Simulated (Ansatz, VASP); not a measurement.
# Two plane-wave programs on TaN

```
CELL_PARAMETERS angstrom
2.93800 0.00000 0.00000
-1.46900 2.54438 0.00000
0.00000 0.00000 2.88300
ATOMIC_POSITIONS crystal
Ta 0.33333 0.66667 0.50000
N 0.00000 0.00000 0.00000
```

Alike in both runs: task electric field gradients; functional LDA; k mesh 12 × 12 × 10; occupations fermi-dirac, width 0.02 eV; no spin polarisation.

|  | VASP | Ansatz |
| --- | --- | --- |
| version | VASP 6.6.1 | Ansatz 0.2.0 |
| potentials or method | VASP PAW LDA potentials, release 64 (Ta_pv, N) | PAW with Ansatz's default frozen-core files, scalar-relativistic |
| plane-wave cutoff (eV) | 520 | 420 |
| valence electrons in the cell | 16 | 18 |

```csv
,VASP,Ansatz,Ansatz less VASP
pressure (GPa),-9.8,-11.6,-1.77
largest component of the traceless stress (GPa),0.91,1.05,+0.136
Vzz of the field gradient on the site that differs most (V/Å²),18.2,50.9,+32.63
```

The two sets of potentials don't hold the same shells in valence. Ansatz warned: «gradients_without_spin_orbit».

Spin-orbit coupling is left out, which matters for the levels of Ta.
